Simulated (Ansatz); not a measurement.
## Band table of BaS

```
Ba S
1.0
     0.00000    3.19375    3.19375
     3.19375    0.00000    3.19375
     3.19375    3.19375    0.00000
Ba S
1 1
Direct
  0.00000 0.00000 0.00000
  0.50000 0.50000 0.50000
```

Atoms are numbered in the order listed.

The cell is COD entry 9008600, as deposited and not checked against the literature; nothing was relaxed.

No spin–orbit coupling, which matters for the heavy atoms here.

These are results of Ansatz 0.2.0, DFT, PBEsol, all-electron LAPW, scalar-relativistic, not measurements.

Settings: a Γ-centred 8×8×8 k mesh, Fermi–Dirac smearing of 0.02 eV, basis error target 0.25 meV/atom, no spin polarisation.

Path points, in fractions of the reciprocal vectors: Γ (0.000, 0.000, 0.000), X (0.500, 0.000, 0.500), U (0.625, 0.250, 0.625), K (0.375, 0.375, 0.750), L (0.500, 0.500, 0.500), W (0.500, 0.250, 0.750). Levels in eV from the valence-band top; bands 15 to 24, counted from the lowest band of the run. The gap is 2.08 eV, indirect from Γ to X (0.5, 0, 0.5).

```
# k(1/Å) point b15 b16 b17 b18 b19 b20 b21 b22 b23 b24
0.000 Γ -10.95 -10.95 -10.95 -10.28 0.00 0.00 0.00 3.50 3.88 3.88
0.070 - -11.00 -10.96 -10.96 -10.23 -0.08 -0.01 -0.01 3.56 3.84 3.93
0.141 - -11.11 -10.96 -10.96 -10.10 -0.30 -0.03 -0.03 3.72 3.73 4.06
0.211 - -11.24 -10.98 -10.98 -9.96 -0.57 -0.05 -0.05 3.56 3.89 4.27
0.281 - -11.36 -10.99 -10.99 -9.83 -0.83 -0.08 -0.08 3.37 4.07 4.55
0.351 - -11.46 -11.01 -11.01 -9.72 -1.05 -0.11 -0.11 3.16 4.24 4.89
0.422 - -11.53 -11.03 -11.03 -9.66 -1.20 -0.13 -0.13 2.96 4.43 5.20
0.492 - -11.59 -11.05 -11.05 -9.65 -1.26 -0.15 -0.15 2.77 4.63 5.32
0.562 - -11.61 -11.08 -11.08 -9.68 -1.23 -0.15 -0.15 2.59 4.85 5.45
0.632 - -11.61 -11.10 -11.10 -9.76 -1.13 -0.15 -0.15 2.44 5.09 5.58
0.703 - -11.59 -11.11 -11.11 -9.86 -0.97 -0.14 -0.14 2.31 5.33 5.71
0.773 - -11.55 -11.13 -11.13 -9.98 -0.79 -0.13 -0.13 2.21 5.57 5.82
0.843 - -11.51 -11.14 -11.14 -10.08 -0.63 -0.12 -0.12 2.14 5.79 5.91
0.913 - -11.47 -11.15 -11.15 -10.16 -0.51 -0.11 -0.11 2.10 5.96 5.97
0.984 X -11.46 -11.15 -11.15 -10.19 -0.46 -0.11 -0.11 2.08 5.99 6.02
1.009 - -11.46 -11.16 -11.15 -10.18 -0.46 -0.11 -0.11 2.09 6.00 6.03
1.033 - -11.45 -11.17 -11.15 -10.17 -0.46 -0.13 -0.12 2.11 6.02 6.05
1.058 - -11.45 -11.19 -11.15 -10.15 -0.46 -0.16 -0.14 2.15 6.06 6.08
1.083 - -11.45 -11.22 -11.15 -10.12 -0.47 -0.21 -0.16 2.19 6.11 6.13
1.108 - -11.44 -11.25 -11.14 -10.08 -0.47 -0.26 -0.18 2.25 6.18 6.19
1.133 - -11.44 -11.28 -11.14 -10.04 -0.47 -0.31 -0.22 2.33 6.25 6.26
1.158 - -11.43 -11.32 -11.14 -10.00 -0.47 -0.38 -0.25 2.41 6.33 6.34
1.182 - -11.43 -11.36 -11.13 -9.95 -0.47 -0.45 -0.29 2.50 6.41 6.44
1.207 - -11.42 -11.41 -11.13 -9.90 -0.52 -0.48 -0.33 2.60 6.48 6.49
1.232 - -11.45 -11.41 -11.12 -9.85 -0.60 -0.48 -0.38 2.71 6.34 6.55
1.257 - -11.49 -11.40 -11.11 -9.81 -0.68 -0.48 -0.42 2.83 6.21 6.60
1.282 - -11.53 -11.39 -11.11 -9.76 -0.76 -0.48 -0.47 2.96 6.08 6.63
1.307 - -11.57 -11.38 -11.10 -9.71 -0.84 -0.52 -0.48 3.09 5.96 6.63
1.331 U -11.61 -11.37 -11.09 -9.66 -0.91 -0.56 -0.48 3.23 5.83 6.61
1.374 - -11.63 -11.36 -11.09 -9.64 -0.96 -0.58 -0.49 3.32 5.71 6.59
1.418 - -11.65 -11.35 -11.10 -9.61 -1.01 -0.59 -0.49 3.43 5.52 6.57
1.461 - -11.66 -11.33 -11.12 -9.58 -1.06 -0.59 -0.50 3.57 5.28 6.55
1.504 - -11.68 -11.31 -11.13 -9.56 -1.11 -0.58 -0.51 3.73 5.04 6.53
1.547 - -11.69 -11.29 -11.15 -9.54 -1.15 -0.58 -0.51 3.91 4.79 6.51
1.590 - -11.70 -11.27 -11.17 -9.53 -1.17 -0.57 -0.52 4.11 4.56 6.51
1.633 - -11.70 -11.26 -11.18 -9.52 -1.18 -0.57 -0.53 4.29 4.36 6.50
1.676 - -11.70 -11.27 -11.17 -9.53 -1.17 -0.57 -0.52 4.11 4.56 6.51
1.719 - -11.69 -11.29 -11.15 -9.54 -1.15 -0.58 -0.51 3.91 4.79 6.51
1.762 - -11.68 -11.31 -11.13 -9.56 -1.11 -0.58 -0.51 3.73 5.04 6.53
1.805 - -11.66 -11.33 -11.12 -9.58 -1.06 -0.59 -0.50 3.57 5.28 6.55
1.848 - -11.65 -11.35 -11.10 -9.61 -1.01 -0.59 -0.49 3.43 5.52 6.57
1.891 - -11.63 -11.36 -11.09 -9.64 -0.96 -0.58 -0.49 3.32 5.71 6.59
1.934 K -11.61 -11.37 -11.09 -9.66 -0.91 -0.56 -0.48 3.23 5.83 6.61
2.008 - -11.71 -11.34 -11.07 -9.53 -1.13 -0.70 -0.48 3.70 5.47 6.39
2.083 - -11.80 -11.30 -11.05 -9.42 -1.31 -0.81 -0.48 4.20 5.14 6.08
2.157 - -11.85 -11.25 -11.03 -9.34 -1.45 -0.89 -0.46 4.72 4.83 5.76
2.232 - -11.88 -11.21 -11.01 -9.29 -1.53 -0.94 -0.44 4.56 5.15 5.46
2.306 - -11.88 -11.17 -10.99 -9.28 -1.54 -0.95 -0.40 4.33 5.18 5.27
2.381 - -11.85 -11.13 -10.97 -9.31 -1.50 -0.92 -0.36 4.13 4.92 5.14
2.455 - -11.78 -11.09 -10.96 -9.38 -1.39 -0.84 -0.30 3.98 4.68 4.95
2.530 - -11.69 -11.05 -10.96 -9.48 -1.22 -0.73 -0.24 3.87 4.48 4.74
2.605 - -11.58 -11.02 -10.95 -9.60 -1.00 -0.59 -0.18 3.81 4.30 4.52
2.679 - -11.44 -11.00 -10.95 -9.76 -0.75 -0.44 -0.12 3.79 4.15 4.27
2.754 - -11.29 -10.98 -10.95 -9.92 -0.49 -0.28 -0.07 3.81 4.01 4.03
2.828 - -11.14 -10.96 -10.95 -10.08 -0.25 -0.13 -0.03 3.77 3.84 3.95
2.903 - -11.01 -10.96 -10.95 -10.22 -0.07 -0.04 -0.01 3.57 3.87 3.90
2.977 Γ -10.95 -10.95 -10.95 -10.28 0.00 0.00 0.00 3.50 3.88 3.88
3.038 - -10.99 -10.95 -10.95 -10.24 -0.04 -0.02 -0.02 3.55 3.88 3.90
3.099 - -11.09 -10.96 -10.96 -10.14 -0.15 -0.07 -0.07 3.69 3.89 3.96
3.160 - -11.22 -10.96 -10.96 -10.01 -0.31 -0.15 -0.15 3.81 4.00 4.05
3.221 - -11.35 -10.96 -10.96 -9.87 -0.51 -0.25 -0.25 3.84 4.17 4.17
3.281 - -11.48 -10.96 -10.96 -9.73 -0.72 -0.36 -0.36 3.87 4.33 4.33
3.342 - -11.61 -10.97 -10.97 -9.59 -0.93 -0.48 -0.48 3.93 4.52 4.52
3.403 - -11.72 -10.97 -10.97 -9.47 -1.14 -0.59 -0.59 4.01 4.73 4.73
3.464 - -11.83 -10.98 -10.98 -9.35 -1.33 -0.70 -0.70 4.13 4.97 4.97
3.525 - -11.92 -10.98 -10.98 -9.25 -1.50 -0.79 -0.79 4.29 5.24 5.24
3.586 - -12.00 -10.99 -10.99 -9.16 -1.64 -0.88 -0.88 4.48 5.52 5.52
3.646 - -12.06 -10.99 -10.99 -9.09 -1.76 -0.94 -0.94 4.70 5.80 5.80
3.707 - -12.10 -10.99 -10.99 -9.04 -1.84 -0.99 -0.99 4.94 5.94 6.07
3.768 - -12.13 -10.99 -10.99 -9.01 -1.89 -1.02 -1.02 5.20 5.74 6.28
3.829 L -12.14 -10.99 -10.99 -9.00 -1.91 -1.03 -1.03 5.39 5.56 6.37
3.879 - -12.14 -11.00 -10.99 -9.01 -1.90 -1.03 -1.02 5.35 5.54 6.36
3.928 - -12.12 -11.01 -11.00 -9.03 -1.86 -1.01 -1.00 5.25 5.49 6.35
3.978 - -12.10 -11.03 -11.00 -9.07 -1.81 -0.99 -0.96 5.12 5.39 6.36
4.028 - -12.07 -11.06 -11.01 -9.12 -1.73 -0.96 -0.92 4.98 5.26 6.39
4.077 - -12.03 -11.09 -11.02 -9.17 -1.64 -0.92 -0.86 4.83 5.11 6.45
4.127 - -11.98 -11.12 -11.04 -9.24 -1.55 -0.87 -0.80 4.70 4.95 6.54
4.177 - -11.93 -11.15 -11.06 -9.31 -1.45 -0.81 -0.73 4.58 4.80 6.65
4.227 - -11.86 -11.19 -11.09 -9.38 -1.36 -0.74 -0.67 4.48 4.65 6.76
4.276 - -11.80 -11.22 -11.12 -9.44 -1.28 -0.67 -0.60 4.39 4.52 6.66
4.326 - -11.73 -11.25 -11.16 -9.50 -1.21 -0.60 -0.55 4.32 4.41 6.55
4.376 - -11.66 -11.27 -11.20 -9.55 -1.15 -0.54 -0.50 4.27 4.32 6.46
4.425 - -11.60 -11.29 -11.25 -9.58 -1.11 -0.49 -0.47 4.23 4.25 6.38
4.475 - -11.54 -11.30 -11.29 -9.61 -1.09 -0.45 -0.45 4.21 4.21 6.33
4.525 W -11.52 -11.31 -11.31 -9.61 -1.08 -0.44 -0.44 4.20 4.20 6.32
4.560 - -11.52 -11.32 -11.29 -9.62 -1.07 -0.45 -0.43 3.96 4.45 6.31
4.595 - -11.51 -11.34 -11.27 -9.64 -1.04 -0.46 -0.41 3.72 4.71 6.29
4.630 - -11.49 -11.36 -11.26 -9.67 -0.99 -0.47 -0.39 3.50 4.97 6.26
4.665 - -11.47 -11.37 -11.24 -9.71 -0.92 -0.47 -0.36 3.28 5.24 6.23
4.700 - -11.44 -11.39 -11.23 -9.76 -0.83 -0.47 -0.33 3.08 5.51 6.19
4.735 - -11.41 -11.40 -11.21 -9.81 -0.74 -0.47 -0.30 2.89 5.78 6.16
4.771 - -11.41 -11.37 -11.20 -9.87 -0.63 -0.47 -0.27 2.72 6.04 6.12
4.806 - -11.42 -11.33 -11.19 -9.93 -0.52 -0.47 -0.24 2.56 6.09 6.31
4.841 - -11.43 -11.29 -11.18 -10.00 -0.47 -0.42 -0.20 2.42 6.07 6.56
4.876 - -11.44 -11.25 -11.17 -10.06 -0.47 -0.32 -0.17 2.30 6.05 6.40
4.911 - -11.45 -11.21 -11.16 -10.11 -0.47 -0.23 -0.15 2.21 6.03 6.24
4.946 - -11.45 -11.18 -11.16 -10.15 -0.46 -0.16 -0.13 2.14 6.02 6.11
4.981 - -11.45 -11.16 -11.15 -10.18 -0.46 -0.12 -0.11 2.10 6.00 6.04
5.016 X -11.46 -11.15 -11.15 -10.19 -0.46 -0.11 -0.11 2.08 5.99 6.02
```
